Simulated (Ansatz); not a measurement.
# Pt (Im-3m) in Ansatz: notebook

Runs on Pt. Level: HSE06. Tasks: single point, equation of state.

All numbers are computed with Ansatz 0.2.0; they aren't measurements. Logs are shortened: lines on timing, memory, paths and dates and some standing lists are left out, and cuts for length are marked.

### 1 The structure

Symmetry: Im-3m, No. 229, cubic system. Conventional cell: a = 3.168 Å, b = 3.168 Å, c = 3.168 Å, α = 90.00°, β = 90.00°, γ = 90.00°. Pt (site symmetry m-3m) has 8 Pt at 2.74 Å as nearest neighbours.

This isn't the form of Pt at room conditions, which is fcc.

### 2 Single point, HSE06, 14.95 Å³/atom (volume scaled by 0.94)

Input file input:

```
crystal:
  lattice:
    - [-1.5518799051, 1.5518799051, 1.5518799051]
    - [1.5518799051, -1.5518799051, 1.5518799051]
    - [1.5518799051, 1.5518799051, -1.5518799051]
  atoms:
    - { symbol: Pt, position: [0.0, 0.0, 0.0] }
hamiltonian:
  xc: hse06
  pseudopotentials: { kind: paw }
kpoints:
  mp_grid: { grid: [8, 8, 8] }
scf:
  occupations: { method: fermi_dirac, width: 0.05 }
output:
  forces: true
  stress: true
  eigenvalues: true
  write_density: true
  write_potential: true
  elf: true
  volumetric_format: npy
```

Potentials or basis: Ansatz PAW.

Log:

```text
Warning: output.stress: scf.convergence.dr2_threshold = 1e-7 eV (the SCF's general default) is looser than the 1e-10 eV advised for a printed stress (1e-10 eV for each atom of the cell: 1). What an SCF threshold leaves in a stress goes as its square root, and in the free energy as the threshold itself, and one threshold admits the most on a small cell: of the crystals measured, under no hybrid functional and no lock of the moments, on runs that ended without the residual-converged pass, on stresses that held no estimate of that error, the worst erred by over 100 MPa in a component at 1e-7 eV an atom and by under 5 at 1e-10. Set scf.convergence.dr2_threshold to 1e-10 eV or tighter. The threshold is an SCF's pass mark: one that does not reach it within its budget of iterations ends unconverged, or closes short of it on a stop that the run arms, and scf.convergence.dr2_threshold's page says what that costs each kind of run
Warning: output.stress: scf.exx.energy_threshold = 1e-6 eV is looser than the 1e-8 eV advised for a stress under a hybrid functional (1e-8 eV for each atom of the cell: 1). Every SCF of the exchange loop can meet its threshold on dr2 while the loop round them stops early: no threshold on dr2 bounds what that leaves in the stress. Set scf.exx.energy_threshold to 1e-8 eV or tighter. The threshold is the loop's pass mark: a loop that does not reach it within its budget of cycles ends unconverged, and scf.exx.energy_threshold's page has the law
GPUs: using 1 of 1 available (devices: 1).
Engine: ansatz 0.2.0, x86_64-unknown-linux-gnu
Pseudopotentials: kind: paw
Pseudopotential: Pt, paw, valence charge 18, recommended cutoff 420 eV (normal), Pt.paw.azcp
Functional definition: HSE06
  parameter a = 0.25
  parameter omega = 0.11/bohr
  exchange = pbe_x - a*pbe_x_sr(omega) + a*exact_x_sr(omega)
  correlation = pbe_c
device memory: the entry about to start is reckoned to put 0.4 GiB on a device that reports 62.5 GiB free (of which the cap on the GPU budget leaves the run 18.0 GiB)
GPU FFT provider: cuFFT
GPU libraries: cuBLAS 13.8.2, cuFFT 12.4.0, cuSOLVER 12.3.4
Crystal: 1 atoms, lattice volume = 14.950 Å³
Basis set: ecut = 420 eV, 321 PW (Γ), exchange–correlation on 36×36×36 points (8 copies of the dense FFT grid, shifted against one another)
Bands: 13, of which v1, the nominal top of the filled ones, is band 9 counted from 1 (8 counted from 0)
Symmetry: 48 space group operations
Space group: Im-3m (ITA 229), of the structure as read, at distance tolerance 2.5e-5 Å
k-points: 29 of 512
Non-local potential: Pt, projectors of the file, l = 0: 3, l = 1: 2, l = 2: 2, l = 3: 1
PAW form: soft (Blöchl's): semilocal exchange-correlation on the pseudo side does not see the compensation charge
PAW frozen core: Pt, regenerated for the run's functional, and the local potential with it (the file was generated under x = pbe(κ = 0.804, μ = 0.2195149727645171), c = pbe(β = 0.06672455060314922))
PAW one-centre angular grid: Pt, 590 points (default); XC on 64 Gauss nodes
Initial density: superposition of atomic densities (neutral atoms: chi_scale 0, normalization atom), corrected by the library's trained network
Initial wavefunctions: pseudopotential atomic-orbital guess
GPU buffer pool allocated for 5832 grid points (all kernels)
GPU transforms: local potential and band sums: pruned to the plane-wave sphere, on 18×18×18
Functional: x = pbe(κ = 0.804, μ = 0.2195149727645171), c = pbe(β = 0.06672455060314922), warm-up for x = pbe(κ = 0.804, μ = 0.2195149727645171) + 0.25 (exact − pbe) at short range (hse, ω = 0.20786987370883472 Å⁻¹), c = pbe(β = 0.06672455060314922); HSE06 as pw.x's `hse` composes it (authors' and Libxc's form: `xc: wpbeh`)
SCF iter   1: F=—  HF=-12522.812436 eV  |F-HF|=—  |Δ(HF+E_count)|=         —  Δρ=4.98e-3  dr2=1.36e-3  ethr=1.77e-3  ⟨swp⟩=7.0  Hψ=1582  notcnv=0
preconditioner: auto → none  [metal: Δε(μ)=0.006 eV  Ē_g=14.032 eV  σ=0.050 eV  W_gap=0.03  n_scr=0 (ndim 8)  ℏωp=30.4 eV  f_vac=0.000  D(μ)=2.83/eV (n_scr^D=54)]
SCF iter   2: F=—  HF=-12522.812803 eV  |F-HF|=—  |Δ(HF+E_count)|=   3.67e-4  Δρ=2.25e-3  dr2=2.23e-4  ethr=7.56e-6  ⟨swp⟩=3.5  Hψ=1012  notcnv=0  defer=1
SCF iter   3: F=—  HF=-12522.812907 eV  |F-HF|=—  |Δ(HF+E_count)|=   1.05e-4  Δρ=1.08e-3  dr2=3.90e-5  ethr=1.24e-6  ⟨swp⟩=2.6  Hψ=671  notcnv=0
iter 4 solved again at ethr=1.40e-9 eV; its pass at ethr=2.17e-7 eV (dr2=2.51e-7 eV) is discarded
SCF iter   4: F=—  HF=-12522.812956 eV  |F-HF|=—  |Δ(HF+E_count)|=   4.88e-5  Δρ=8.18e-5  dr2=2.56e-7  ethr=1.40e-9  ⟨swp⟩=3.0  Hψ=1500  notcnv=0
SCF iter   5: F=—  HF=-12522.812957 eV  |F-HF|=—  |Δ(HF+E_count)|=   3.33e-7  Δρ=8.03e-6  dr2=5.88e-9  ethr=1.40e-9  ⟨swp⟩=3.0  Hψ=764  notcnv=0
SCF iter   6: F=-12522.812957 eV  HF=-12522.812957 eV  |F-HF|=8.55e-11  |Δ(HF+E_count)|=  1.60e-10  Δρ=1.27e-6  dr2=3.34e-11  ethr=3.27e-11  ⟨swp⟩=3.0  Hψ=741  notcnv=0
SCF 1 converged in 6 iterations: F = -12522.812957 eV  dr2 = 3.34e-11
device memory: the entry about to start is reckoned to put 1.0 GiB on a device that reports 62.4 GiB free (of which the cap on the GPU budget leaves the run 18.0 GiB)
GPU FFT provider: cuFFT
GPU libraries: cuBLAS 13.8.2, cuFFT 12.4.0, cuSOLVER 12.3.4
Initial density: handed on by an earlier stage of this run
Initial wavefunctions: those handed on with the density
GPU buffer pool allocated for 5832 grid points (all kernels)
GPU transforms: local potential and band sums: pruned to the plane-wave sphere, on 18×18×18
Functional: x = pbe(κ = 0.804, μ = 0.2195149727645171) + 0.25 (exact − pbe) at short range (hse, ω = 0.20786987370883472 Å⁻¹), c = pbe(β = 0.06672455060314922); HSE06 as pw.x's `hse` composes it (authors' and Libxc's form: `xc: wpbeh`)
Exchange kernel: α = 0.2500, screened, ω = 0.2079 Å⁻¹, Wigner–Seitz truncation, v(0) = 1045.9727 eV·Å³, q-mesh 8×8×8, nearest image of the exchange supercell L = 21.50 Å, pair-density grid 12×12×12, without the augmentation charges, whose exchange is taken in its separable form by FFT convolution over the k-point mesh (sized by the pseudopotential files, 15×15×15 at the most), smooth part of the exact exchange by density-matrix convolution in up to 1.87 GiB of GPU memory as planned if the GPU has room (build and FFT work areas not counted)
Frozen-core exchange: fock
iter 1 solved again at ethr=6.19e-5 eV; its pass at ethr=1.00e-1 eV (dr2=1.11e-2 eV) is discarded
SCF iter   1: F=—  HF=-12524.994404 eV  |F-HF|=—  |Δ(HF+E_count)|=         —  Δρ=1.13e-2  dr2=1.25e-2  ethr=6.19e-5  ⟨swp⟩=3.2  Hψ=1577  notcnv=0
preconditioner: auto → none  [metal: Δε(μ)=0.035 eV  Ē_g=15.890 eV  σ=0.050 eV  W_gap=0.17  n_scr=0 (ndim 8)  ℏωp=30.4 eV  f_vac=0.000  D(μ)=2.18/eV (n_scr^D=42)]
SCF iter   2: F=—  HF=-12524.990141 eV  |F-HF|=—  |Δ(HF+E_count)|=   4.26e-3  Δρ=4.67e-3  dr2=1.97e-3  ethr=6.19e-5  ⟨swp⟩=3.0  Hψ=939  notcnv=0
SCF iter   3: F=—  HF=-12524.995506 eV  |F-HF|=—  |Δ(HF+E_count)|=   5.36e-3  Δρ=3.35e-3  dr2=7.39e-4  ethr=4.90e-6  ⟨swp⟩=3.3  Hψ=751  notcnv=0
SCF iter   4: F=—  HF=-12524.995269 eV  |F-HF|=—  |Δ(HF+E_count)|=   2.38e-4  Δρ=9.98e-4  dr2=8.06e-5  ethr=3.41e-6  ⟨swp⟩=2.4  Hψ=658  notcnv=0
SCF iter   5: F=—  HF=-12524.995477 eV  |F-HF|=—  |Δ(HF+E_count)|=   2.09e-4  Δρ=3.70e-4  dr2=1.90e-5  ethr=1.84e-7  ⟨swp⟩=3.0  Hψ=735  notcnv=0
SCF iter   6: F=-12524.995473 eV  HF=-12524.995473 eV  |F-HF|=3.45e-8  |Δ(HF+E_count)|=   4.81e-6  Δρ=6.85e-5  dr2=1.98e-6  ethr=7.34e-8  ⟨swp⟩=3.1  Hψ=812  notcnv=0
SCF 2 stopped early in 6 iterations: F = -12524.995473 eV  dr2 = 1.98e-6
hybrid outer 1: dexx = +6.783e-3 eV, tail = 2.04e-5 eV
GPU FFT provider: cuFFT
GPU libraries: cuBLAS 13.8.2, cuFFT 12.4.0, cuSOLVER 12.3.4
GPU buffer pool allocated for 5832 grid points (all kernels)
GPU transforms: local potential and band sums: pruned to the plane-wave sphere, on 18×18×18
Exchange kernel: α = 0.2500, screened, ω = 0.2079 Å⁻¹, Wigner–Seitz truncation, v(0) = 1045.9727 eV·Å³, q-mesh 8×8×8, nearest image of the exchange supercell L = 21.50 Å, pair-density grid 12×12×12, without the augmentation charges, whose exchange is taken in its separable form by FFT convolution over the k-point mesh (sized by the pseudopotential files, 15×15×15 at the most), smooth part of the exact exchange by density-matrix convolution in up to 1.87 GiB of GPU memory as planned if the GPU has room (build and FFT work areas not counted)
Frozen-core exchange: fock
SCF iter   1: F=—  HF=-12524.995511 eV  |F-HF|=—  |Δ(HF+E_count)|=         —  Δρ=1.49e-4  dr2=1.16e-6  ethr=5.65e-7  ⟨swp⟩=3.4  Hψ=984  notcnv=0
preconditioner: auto → none  [metal: Δε(μ)=0.070 eV  Ē_g=15.869 eV  σ=0.050 eV  W_gap=0.32  n_scr=0 (ndim 8)  ℏωp=30.4 eV  f_vac=0.000  D(μ)=1.85/eV (n_scr^D=18)]
SCF iter   2: F=—  HF=-12524.995511 eV  |F-HF|=—  |Δ(HF+E_count)|=   3.49e-7  Δρ=3.91e-5  dr2=1.66e-7  ethr=5.60e-9  ⟨swp⟩=3.0  Hψ=778  notcnv=0
SCF iter   3: F=—  HF=-12524.995512 eV  |F-HF|=—  |Δ(HF+E_count)|=   6.35e-7  Δρ=1.72e-5  dr2=2.99e-8  ethr=2.04e-10  ⟨swp⟩=3.3  Hψ=970  notcnv=0  defer=1
SCF iter   4: F=-12524.995512 eV  HF=-12524.995512 eV  |F-HF|=8.79e-10  |Δ(HF+E_count)|=   2.36e-8  Δρ=4.10e-6  dr2=1.58e-9  ethr=1.28e-10  ⟨swp⟩=2.9  Hψ=710  notcnv=0  defer=1
SCF 3 converged in 4 iterations: F = -12524.995512 eV  dr2 = 1.58e-9
  Residual-converged pass: ⟨swp⟩=3.0  Hψ=792  notcnv=0  max |occ|·‖R‖ = 2.4e-6 eV (tolerance 2.4e-6 eV)  dr2=1.57e-9  dr2_onsite=8.82e-11  max |Δocc| = 6.7e-12
hybrid outer 2: dexx = +1.048e-6 eV, tail = 1.98e-8 eV, Δε = 4.69e-3 eV (about 1.40e-4 eV left of the loop's levels)
hybrid SCF converged: 2 outer / 10 inner (+6 warm-up), last move |dexx| = 1.05e-6 eV, tail = 1.98e-8 eV
Stability not checked: this state was not tested for a lower state beside it, because the functional holds exact exchange (a hybrid, or Hartree-Fock), whose exchange loop this test does not read (fock_operator; see scf.lower_state_search)
Free energy (F): -12524.995512 eV
Frozen-core exchange: fock
Harris-Foulkes:  -12524.995512 eV  (|F-HF|=8.79e-10)
Internal energy: -12524.980880 eV  (E = F + TS)
E sigma→0 (E₀):  -12524.988196 eV
Entropy (-TS):   -0.014632 eV (-14.632 meV/atom)
Fermi energy:    23.044801 eV
--- Per-component energies (eV) ---
  E_band       = -164.266339
  E_kinetic    = 639.892566
  E_local      = -1452.554891  (includes V_loc(G=0)·N_el)
  E_nonlocal   = 201.966362
  E_hartree    = 541.356819
  E_xc         = -208.703180
  E_vxc        = -239.837360  (∫ρ·V_xc dr)
  E_exx        = -63.849589  (= α·E_x^exact, valence–valence)
  E_paw        = -9445.864276  (= ΣΔE_a)
  E_vpaw       = -268.746170  (= ΣTr[D̂ρ^β])
  E_aug_tail   = 0.000187  (compensation charges beyond the density's cutoff)
  E_ewald      = -2735.197084
  E_core_change = -2.027793  (= ΣΔE_core)
  E_smearing   = -0.014632  (= −TS)
  E_closure    = -0.000000  (closes the sum)
  Σ components = -12524.995512   (vs F -12524.995512, Δ=0.00e0)
--- Forces (eV/Å), atoms counted from 1 ---
  atom   1  Pt     0.00000000     0.00000000     0.00000000
  max |Σ_I F_I| component: 4.86e-30 eV/Å
--- Stress (GPa, compression-positive) ---
        8.491639       0.000000      -0.000000
        0.000000       8.491639       0.000000
       -0.000000       0.000000       8.491639
  P = ⅓ Tr σ = 8.4916 GPa (84.916 kbar)
--- Band table (eV; the first three rows and the last of 29) ---
  k-point 0: bands = ["-79.5309", "-32.1660", "-32.1660", "-32.1660", "12.0561", "18.5466", "18.5466", "18.5466", "21.1374", "21.1374", "41.1843", "41.1843", "41.1843"]
  k-point 1: bands = ["-79.5242", "-32.2574", "-32.1990", "-32.1680", "12.7902", "18.2569", "18.5435", "19.1923", "20.8387", "21.1747", "41.4100", "41.6579", "42.2147"]
  k-point 2: bands = ["-79.5078", "-32.4768", "-32.2785", "-32.1731", "14.4295", "17.6136", "18.6871", "20.7283", "20.9695", "21.3135", "39.3478", "40.3050", "44.9642"]
  k-point 28: bands = ["-79.4473", "-32.6353", "-32.6353", "-32.6353", "15.2148", "15.2148", "23.6377", "23.6377", "23.6377", "31.7060", "31.7060", "31.7060", "38.3419"]
```

Run time: 16 s. Hardware: 1 × NVIDIA H100 80GB HBM3 with 2 threads of AMD EPYC 7R13 (Zen 3), shared host; peak memory 1.9 GiB.

What came out:

```
Free energy            : -12524.9955 eV
Pressure               : 8.5 GPa
Band gap on the k mesh : none (metal or under the smearing width)
```

Caveat: the PAW data sets come from PBE, with cores solved anew for the run's functional, which leaves a small shift of forces and pressure; the thresholds are loose for stress.

### 3 Single point, HSE06, 15.27 Å³/atom (volume scaled by 0.96)

Input file input:

```
crystal:
  lattice:
    - [-1.562808997, 1.562808997, 1.562808997]
    - [1.562808997, -1.562808997, 1.562808997]
    - [1.562808997, 1.562808997, -1.562808997]
  atoms:
    - { symbol: Pt, position: [0.0, 0.0, 0.0] }
hamiltonian:
  xc: hse06
  pseudopotentials: { kind: paw }
kpoints:
  mp_grid: { grid: [8, 8, 8] }
scf:
  occupations: { method: fermi_dirac, width: 0.05 }
output:
  forces: true
  stress: true
  eigenvalues: true
```

Potentials or basis: Ansatz PAW.

Wall time 11 s (1 × NVIDIA H100 80GB HBM3 with 2 threads of AMD EPYC 7R13 (Zen 3), shared host); peak memory 1.9 GiB.

It converged, with:

* Free energy: -12525.0061 eV
* Pressure: 2.4 GPa
* Band gap on the k mesh: none (metal or under the smearing width)

Caveat: the PAW data sets come from PBE, with cores solved anew for the run's functional, which leaves a small shift of forces and pressure; the thresholds are loose for stress.

### 4 Single point, HSE06, 15.59 Å³/atom (volume scaled by 0.98)

input: that of step 3 with these lines changed.

```diff
@@ -2,5 +2,5 @@
   lattice:
-    - [-1.562808997, 1.562808997, 1.562808997]
-    - [1.562808997, -1.562808997, 1.562808997]
-    - [1.562808997, 1.562808997, -1.562808997]
+    - [-1.5735873306, 1.5735873306, 1.5735873306]
+    - [1.5735873306, -1.5735873306, 1.5735873306]
+    - [1.5735873306, 1.5735873306, -1.5735873306]
   atoms:
```

Wall time 13 s (1 × NVIDIA H100 80GB HBM3 with 2 threads of AMD EPYC 7R13 (Zen 3), shared host); peak memory 1.9 GiB.

Results (log left out):

```
Free energy            : -12525.0054 eV
Pressure               : -3.0 GPa
Band gap on the k mesh : none (metal or under the smearing width)
```

Caveat: the PAW data sets come from PBE, with cores solved anew for the run's functional, which leaves a small shift of forces and pressure; the thresholds are loose for stress.

### 5 Single point, HSE06, 15.90 Å³/atom

Input file input:

```
crystal:
  lattice:
    - [-1.58422, 1.58422, 1.58422]
    - [1.58422, -1.58422, 1.58422]
    - [1.58422, 1.58422, -1.58422]
  atoms:
    - { symbol: Pt, position: [0.0, 0.0, 0.0] }
hamiltonian:
  xc: hse06
  pseudopotentials: { kind: paw }
kpoints:
  mp_grid: { grid: [8, 8, 8] }
scf:
  occupations: { method: fermi_dirac, width: 0.05 }
output:
  forces: true
  stress: true
  eigenvalues: true
  write_density: true
  write_potential: true
  elf: true
  volumetric_format: npy
```

Run time: 12 s. Hardware: 1 × NVIDIA H100 80GB HBM3 with 2 threads of AMD EPYC 7R13 (Zen 3), shared host; peak memory 1.9 GiB.

It converged, with:

- Free energy: -12524.9947 eV
- Pressure: -7.7 GPa
- Band gap on the k mesh: none (metal or under the smearing width)

Caveat: the PAW data sets come from PBE, with cores solved anew for the run's functional, which leaves a small shift of forces and pressure; the thresholds are loose for stress.

### 6 Single point, HSE06, 16.22 Å³/atom (volume scaled by 1.02)

Input file input:

```
crystal:
  lattice:
    - [-1.5947118289, 1.5947118289, 1.5947118289]
    - [1.5947118289, -1.5947118289, 1.5947118289]
    - [1.5947118289, 1.5947118289, -1.5947118289]
  atoms:
    - { symbol: Pt, position: [0.0, 0.0, 0.0] }
hamiltonian:
  xc: hse06
  pseudopotentials: { kind: paw }
kpoints:
  mp_grid: { grid: [8, 8, 8] }
scf:
  occupations: { method: fermi_dirac, width: 0.05 }
output:
  forces: true
  stress: true
  eigenvalues: true
```

Potentials or basis: Ansatz PAW.

Wall time 18 s (1 × NVIDIA H100 80GB HBM3 with 2 threads of AMD EPYC 7R13 (Zen 3), shared host); peak memory 1.9 GiB.

The run converged. Its results:

| Quantity | Value |
| --- | --- |
| Free energy | -12524.9753 eV |
| Pressure | -11.8 GPa |
| Band gap on the k mesh | none (metal or under the smearing width) |

Caveat: the PAW data sets come from PBE, with cores solved anew for the run's functional, which leaves a small shift of forces and pressure; the thresholds are loose for stress.

### 7 Single point, HSE06, 16.54 Å³/atom (volume scaled by 1.04)

input: that of step 6 with these lines changed.

```diff
@@ -2,5 +2,5 @@
   lattice:
-    - [-1.5947118289, 1.5947118289, 1.5947118289]
-    - [1.5947118289, -1.5947118289, 1.5947118289]
-    - [1.5947118289, 1.5947118289, -1.5947118289]
+    - [-1.6050673907, 1.6050673907, 1.6050673907]
+    - [1.6050673907, -1.6050673907, 1.6050673907]
+    - [1.6050673907, 1.6050673907, -1.6050673907]
   atoms:
```

It took 12 s on 1 × NVIDIA H100 80GB HBM3 with 2 threads of AMD EPYC 7R13 (Zen 3), shared host; peak memory 1.9 GiB.

The run converged. Its results:

```
Free energy            : -12524.9483 eV
Pressure               : -15.4 GPa
Band gap on the k mesh : none (metal or under the smearing width)
```

Caveat: the PAW data sets come from PBE, with cores solved anew for the run's functional, which leaves a small shift of forces and pressure; the thresholds are loose for stress.

### 8 Single point, HSE06, 16.86 Å³/atom (volume scaled by 1.06)

input: that of step 7 with these lines changed.

```diff
@@ -2,5 +2,5 @@
   lattice:
-    - [-1.6050673907, 1.6050673907, 1.6050673907]
-    - [1.6050673907, -1.6050673907, 1.6050673907]
-    - [1.6050673907, 1.6050673907, -1.6050673907]
+    - [-1.6152910255, 1.6152910255, 1.6152910255]
+    - [1.6152910255, -1.6152910255, 1.6152910255]
+    - [1.6152910255, 1.6152910255, -1.6152910255]
   atoms:
```

It took 12 s on 1 × NVIDIA H100 80GB HBM3 with 2 threads of AMD EPYC 7R13 (Zen 3), shared host; peak memory 1.9 GiB.

It converged, with:

```yaml
Free_energy: -12524.9146 eV
Pressure: -18.5 GPa
Band_gap_on_the_k_mesh: none (metal or under the smearing width)
```

Caveat: the PAW data sets come from PBE, with cores solved anew for the run's functional, which leaves a small shift of forces and pressure; the thresholds are loose for stress.

### 9 Equation of state, HSE06

Potentials or basis: Ansatz PAW.

No new run: the results of the series are fitted here.

What came out:

* Equilibrium volume: 15.40 Å³/atom
* Bulk modulus: 262 GPa
* Pressure derivative of the bulk modulus: 5.5

Energy against volume, from the lowest point:
| volume (Å³/atom) | energy (meV/atom) |
| --- | --- |
| 14.950 | 10.63 |
| 15.268 | 0.00 |
| 15.586 | 0.70 |
| 15.904 | 11.41 |
| 16.222 | 30.83 |
| 16.540 | 57.88 |
| 16.858 | 91.53 |

Caveat: the PAW data sets were made with another functional, which shifts forces and pressure a little. The run has no spin-orbit coupling, so splittings on Pt are missing.
